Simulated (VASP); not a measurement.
The system is MgO.

```
Mg O
1.0
     0.00000    2.09700    2.09700
     2.09700    0.00000    2.09700
     2.09700    2.09700    0.00000
Mg O
1 1
Cartesian
  0.0000 0.0000 0.0000
  2.0970 2.0970 2.0970
```

The cell is a database's computed one.

Base run:

- Program: VASP 6.6.1
- Functional: HSE03
- Potentials or basis: VASP PAW PBE potentials, release 64 (Mg, O)
- Cutoff: 520 eV
- k mesh: 8 × 8 × 8
- Occupations: gaussian, width 0.02 eV
- Spin: no spin polarisation

Its results: band gap on the k mesh 6.33 eV, direct; pressure 0.8 GPa.

Q: The run is repeated on the same cell with these changes: functional from HSE03 to HSE06. What comes out?

A: Band gap on the k mesh 6.60 eV, direct; pressure 0.6 GPa.

Caveats: the PAW data sets were made with another functional, which shifts forces and pressure a little.
